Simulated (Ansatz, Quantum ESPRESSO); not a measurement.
# Cost and result for the electronic dielectric constant of LiF

**What was measured.** The electronic dielectric constant of LiF (Griceite) (Fm-3m) is reported as 1.93 (a printed reference work). The runs below try to reproduce it.

It takes space group Fm-3m (No. 225, cubic). The conventional cell has a = 4.028 Å, b = 4.028 Å, c = 4.028 Å, α = 90.00°, β = 90.00°, γ = 90.00°. F (site symmetry m-3m) is surrounded by 6 Li at 2.01 Å. Li (site symmetry m-3m) is surrounded by 6 F at 2.01 Å.

```csv
rung,level,program and potentials,cutoff (eV),k mesh,task,spin,core time,chip,electronic dielectric constant,miss,notes
GGA,PBE,"Quantum ESPRESSO, SPMS 1.0 PBE",952,"6 × 6 × 6, shifted",phonons,off,38 s,Intel Xeon,2.05,+6.2 %,-
GGA,AM05,"Quantum ESPRESSO, GBRV 1.5 PBE",612,"8 × 8 × 8, shifted",dielectric tensor,off,39 s,Intel Xeon Platinum 8259CL Skylake/Cascade Lake,2.07,+7.3 %,potentials made for PBE
GGA,PBE,"Quantum ESPRESSO, GBRV 1.5 PBE",612,"8 × 8 × 8, shifted",dielectric tensor,off,43 s,Intel Xeon Platinum 8259CL Skylake/Cascade Lake,2.05,+6.2 %,-
GGA,BLYP,"Quantum ESPRESSO, GBRV 1.5 PBE",612,"8 × 8 × 8, shifted",dielectric tensor,off,43 s,Intel Xeon Platinum 8259CL Skylake/Cascade Lake,2.03,+5.2 %,potentials made for PBE
GGA,PBEsol,"Quantum ESPRESSO, GBRV 1.5 PBEsol",612,"8 × 8 × 8, shifted",dielectric tensor,off,43 s,Intel Xeon Platinum 8259CL Skylake/Cascade Lake,2.08,+7.8 %,-
GGA,WC,"Quantum ESPRESSO, GBRV 1.5 PBE",612,"8 × 8 × 8, shifted",dielectric tensor,off,43 s,Intel Xeon Platinum 8259CL Skylake/Cascade Lake,2.07,+7.3 %,potentials made for PBE
LDA,LDA,"Quantum ESPRESSO, GBRV 1.5 LDA",612,"6 × 6 × 6, shifted",phonons,off,49 s,Arm Neoverse V1,2.11,+9.3 %,cell relaxed first (7.48 Å³/atom)
LDA,LDA,"Ansatz, JTH PAW LDA",1500,11 × 11 × 11,Born charges and dielectric tensor,"collinear, ferromagnetic start",59 s,Arm Neoverse V1,2.09,+8.3 %,-
LDA,LDA,"Quantum ESPRESSO, PseudoDojo 0.4.1 SR LDA standard",1143,"6 × 6 × 6, shifted",phonons and Raman activities,off,5.4 min,Arm Neoverse V2,2.11,+9.3 %,cell relaxed first (7.44 Å³/atom)
GGA,PBE,"Quantum ESPRESSO, PseudoDojo 0.4.1 SR PBE standard",1143,"6 × 6 × 6, shifted",phonons and Raman activities,off,6.2 min,Arm Neoverse V2,2.04,+5.7 %,cell relaxed first (8.37 Å³/atom)
LDA,LDA,"Quantum ESPRESSO, PseudoDojo 0.4.1 SR LDA standard",1143,"4 × 4 × 4, shifted",phonon dispersion,off,8 min,Arm Neoverse V2,2.11,+9.3 %,coarse mesh; cell relaxed first (7.44 Å³/atom)
GGA,PBE,"Quantum ESPRESSO, PseudoDojo 0.4.1 SR PBE standard",1143,"4 × 4 × 4, shifted",phonon dispersion,off,8.7 min,Arm Neoverse V2,2.04,+5.7 %,coarse mesh; cell relaxed first (8.37 Å³/atom)
```

Times are single runs on shared hosts and different chips, so they are rough; meshes, cutoffs and the tasks' sizes weigh on the time. The cell comes from a database and isn't always the measured one. Meshes differ between rows, which moves values too. All levels ran on this one cell, unrelaxed unless noted. Meshes are those of the run's cell of 2 atoms unless a note names another. Misses use the values as printed. Runs on faulty files, with rough fits or with known faults for this quantity aren't shown. No row holds spin-orbit coupling.

By rung: LDA in relaxed cells 2.11; LDA 2.09; GGA 2.03 to 2.08; GGA in relaxed cells 2.04; LDA in relaxed cells on coarse meshes 2.11; GGA in relaxed cells on coarse meshes 2.04. Measured: 1.93 (a printed reference work). Closest, coarse meshes and atomic bases left aside, is BLYP (+5.2 %), and PBE misses by +5.7 % to +6.2 % on plain settings. The runs are for a static lattice, while measurements hold temperature and zero-point motion.
